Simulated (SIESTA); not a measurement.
The system is Sb.

```
CELL_PARAMETERS angstrom
2.15420 1.24373 3.75800
-2.15420 1.24373 3.75800
0.00000 -2.48746 3.75800
ATOMIC_POSITIONS crystal
Sb 0.76651 0.76651 0.76651
Sb 0.23349 0.23349 0.23349
```

Base run:

```yaml
Program: SIESTA 5.4.2
Functional: PBE
Potentials_or_basis: PseudoDojo 0.4 standard (PBE files)
Basis: DZP (energy shift 0.002 Ry)
Grid_cutoff: 500 Ry
Energy_shift: 0.002 Ry
k_mesh: 8 × 8 × 8
Occupations: fermi-dirac, width 0.05 eV
Spin: no spin polarisation
```

Its results: band gap on the k mesh none (metal or under the smearing width); pressure 4.0 GPa; largest force 0.326 eV/Å.

Q: The run is repeated on the same cell with these changes: functional from PBE to RPBE. What comes out?

A: Band gap on the k mesh none (metal or under the smearing width); pressure 5.4 GPa; largest force 0.338 eV/Å.

RPBE binds less tightly than PBE, so the same cell stands under more pressure.

Caveats: semicore shells carry a single zeta, which can move pressures by several GPa and volumes by a few percent; the basis of atomic orbitals isn't converged, which shifts pressures, moduli and gaps; the potentials were made for another functional, which shifts forces and pressure (some runs).

Not every run made on this cell is shown here.
